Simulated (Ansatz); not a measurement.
## LiF: two-dimensional strain map

Level of theory: Ansatz 0.2.0, DFT PBEsol, scalar-relativistic, plane waves, PAW. Settings: plane waves to 420 eV, k-mesh 9×9×6 (Γ-centred), Gaussian smearing 0.05 eV. No spin polarisation. Energies are free energies at this smearing, counted from the undisturbed cell; pressure is positive in compression.

Reference structure (as given, not relaxed at this level; it stands at 1.4 GPa; this wurtzite form isn't the usual structure):

```
Li F
1.0
     3.06094    0.00000    0.00000
    -1.53047    2.65085    0.00000
     0.00000    0.00000    4.80732
Li F
2 2
Direct
  0.33333 0.66667 0.38115
  0.66667 0.33333 0.88115
  0.33333 0.66667 0.99384
  0.66667 0.33333 0.49384
```

The cell is strained by p along both x and y and by q along z, fractional coordinates fixed. Points are written (p, q).

Energy above the undisturbed cell in meV/atom (a dash: not computed):

```csv
p \ q,-0.080,-0.040,0.000,0.040,0.080
-0.080,156.2,116.1,94.5,86.0,86.9
-0.040,72.2,?,?,22.5,28.7
0.000,34.8,9.0,0.0,2.5,13.1
0.040,29.5,9.8,5.8,12.8,27.2
0.080,46.3,?,32.8,?,61.6
```

(1) Fill in the withheld energies.

Answers

(1) (-0.040, -0.040): 39.8; (-0.040, 0.000): 25.0; (0.080, -0.040): 32.0; (0.080, 0.040): 43.8.